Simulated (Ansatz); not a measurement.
Crystal: V, diamond type, 2 atoms in the cell.

The calculation used Ansatz, PBE, plane waves, PAW datasets (generated soft set 1).

Cutoff 420 eV; k-mesh 35×35×35 Γ-centred; Fermi–Dirac smearing of 0.0612 eV; no spin polarisation.

The fit to the energies gives V₀ = 18.612 Å³/atom (a₀ = 5.300 Å), B₀ = 64.3 GPa, B₀′ = 4.17.

Q: What pressure does the program print at V = 19.759 Å³/atom, and how far above the lowest computed point (V = 18.640 Å³/atom) does the energy lie?

A: -3.39 GPa and 12.78 meV/atom. All points:

```csv
V (Å³/atom),a (Å),E − E(min) (meV/atom),P (GPa)
17.522,5.1947,14.20,4.40
17.895,5.2313,5.93,2.74
18.268,5.2673,1.31,1.25
18.640,5.3029,0.00,-0.10
19.013,5.3380,1.67,-1.31
19.386,5.3727,6.02,-2.41
19.759,5.4069,12.78,-3.39
```

The published all-electron PBE values for this crystal (mean of FLEUR and WIEN2k, k-spacing 0.06 Å⁻¹; Bosoni et al., Nat. Rev. Phys. 6, 45 (2024)) are V₀ = 18.620 Å³/atom, B₀ = 64.3 GPa, B₀′ = 4.15.

The stress includes the program's correction for the finite plane-wave basis.

This cubic structure is a model: it isn't the usual form of the substance at ambient conditions, and such phases are metastable or hypothetical. Spin polarisation is left out, and a magnetic state may lie lower.
